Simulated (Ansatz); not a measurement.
# SiO2: the cost of one run

Method: DFT, PBE, plane-wave PAW, default files, scalar-relativistic, as far as a step names no other, in Ansatz 0.2.0.

## (1) Starting point

It takes space group P6_322 (No. 182, hexagonal). The conventional cell has a = 5.069 Å, b = 5.069 Å, c = 8.558 Å, α = 90.00°, β = 90.00°, γ = 120.00°. Around Si (site symmetry 3) lie 4 O at 1.60 to 1.61 Å. O (site symmetry 2) has 2 Si at 1.61 Å as nearest neighbours. Around O (site symmetry 32) lie 2 Si at 1.60 Å.

As a file:

```xyz
12
Lattice="5.0691 0.0000 0.0000 -2.5345 4.3899 0.0000 0.0000 0.0000 8.5585" Properties=species:S:1:pos:R:3 pbc="T T T"
Si    2.5345    1.4633    8.0204
Si    2.5345    1.4633    4.8174
Si    0.0000    2.9266    0.5381
Si    0.0000    2.9266    3.7411
O    -1.0677    1.8493    0.0000
O     1.0677    1.8493    4.2792
O     2.9337    0.0000    4.2792
O     1.4668    2.5406    0.0000
O    -1.4668    2.5406    4.2792
O     2.5345    1.4633    6.4189
O     0.0000    2.9266    2.1396
O     2.1354    0.0000    0.0000
```

## (2) Gradients at the starting positions

input.yaml

```yaml
crystal:
  lattice:
    - [5.0690738885, 0.0, 0.0]
    - [-2.5345369442, 4.3899467611, 0.0]
    - [0.0, 0.0, 8.55848854]
  atoms:
    - { symbol: Si, position: [0.6666666667, 0.3333333333, 0.9371258] }
    - { symbol: Si, position: [0.6666666667, 0.3333333333, 0.5628742] }
    - { symbol: Si, position: [0.3333333333, 0.6666666667, 0.0628742] }
    - { symbol: Si, position: [0.3333333333, 0.6666666667, 0.4371258] }
    - { symbol: O, position: [0.0, 0.421258745, 0.0] }
    - { symbol: O, position: [0.421258745, 0.421258745, 0.5] }
    - { symbol: O, position: [0.578741255, 0.0, 0.5] }
    - { symbol: O, position: [0.578741255, 0.578741255, 0.0] }
    - { symbol: O, position: [0.0, 0.578741255, 0.5] }
    - { symbol: O, position: [0.6666666667, 0.3333333333, 0.75] }
    - { symbol: O, position: [0.3333333333, 0.6666666667, 0.25] }
    - { symbol: O, position: [0.421258745, 0.0, 0.0] }
kpoints:
  mp_grid: { grid: [6, 6, 3] }
scf:
  occupations: { method: fermi_dirac, width: 0.02 }
hamiltonian:
  xc: pbe
  pseudopotentials: { kind: paw }
output:
  forces: true
  stress: true
  populations: true
  efg: { quadrupole_moments_barn: { O: -0.02558 }, contact_densities: true }
```

Started as:

```bash
> ansatz run input.yaml --threads 1 --pin off --max-ram 3072MiB --backend cpu --events-out ev --progress --plain --runs-dir out
```

Q: Estimate wall time and peak memory on 1 thread of Arm Neoverse V1, shared host.

About 14 s, with a peak of 0.4 GiB.
